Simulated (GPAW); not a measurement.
Ga:

```
CELL_PARAMETERS angstrom
-1.38440 1.38440 2.31122
1.38440 -1.38440 2.31122
1.38440 1.38440 -2.31122
ATOMIC_POSITIONS crystal
Ga 0.00000 0.00000 0.00000
```

This isn't the form of Ga at room conditions, which is orthorhombic.

Base run:

```yaml
Program: GPAW 26.7.0
Functional: RPBE
Potentials_or_basis: the program's PAW data sets (release 1.2.1) made for this functional
Cutoff: 600 eV
Basis: pw
k_mesh: 13 × 13 × 13
Occupations: gaussian, width 0.05 eV
Spin: no spin polarisation
```

Its results: pressure 5.8 GPa.

Task: The run is repeated on the same cell with these changes: dispersion from none to D4. What comes out?

Result: Pressure -2.2 GPa.

Dispersion adds attraction, which lowers the pressure at fixed volume and, as a term added to the energy, leaves the levels alone.

Caveats: pairwise dispersion overbinds metals, which lowers pressure and volume (some runs).
